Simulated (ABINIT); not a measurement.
Runs of ABINIT 10.8.3 (patched build) on PtSe2 (Sudovikovite). Symmetry: P-3m1, No. 164, trigonal system. Conventional cell: a = 3.724 Å, b = 3.724 Å, c = 5.062 Å, α = 90.00°, β = 90.00°, γ = 120.00°. Pt (site symmetry -3m) has 6 Se at 2.49 Å as nearest neighbours. Se (site symmetry 3m) has 3 Pt at 2.49 Å as nearest neighbours. 

```csv
task,level,potentials or basis,k mesh,cutoff (eV),fine-grid cutoff,gap on the mesh (eV),pressure (GPa),largest force (eV/Å)
single point,LDA,JTH PAW PBE v2.0,8 × 8 × 5,517,1034.03 eV,none,0.2,(c)
band structure,PBE,JTH PAW PBE v2.0,6 × 6 × 4,435,870.764 eV,none,7.9,0.68
band structure,PBE,PseudoDojo NC SR PBE v0.4.1 standard,6 × 6 × 4,1170,-,none,7.3,(b)
single point,RPBE,JTH PAW PBE v2.0,8 × 8 × 5,517,1034.03 eV,none,(a),0.74
band structure,PBE,SPMS NC PBE v1.0,6 × 6 × 4,925,-,none,7.3,0.58
```

Alike in all rows: no spin polarisation; cell as given; smearing fermi-dirac 0.05 eV.

**Question.** Estimate the missing entries.

**Answer.** (a) 10.4; (b) 0.57; (c) 0.31.

Caveats: the atomic spheres overlap (some runs); spin-orbit coupling is left out, which moves the levels of the heavy elements (some runs); the PAW data sets were made with another functional, which shifts forces and pressure a little (some runs).

A k mesh can miss the band edges, and the runs leave out spin-orbit coupling on Pt, Se.

A gap of «none» marks a metal or a gap under the smearing width.

The runs don't all hold the same shells in valence.
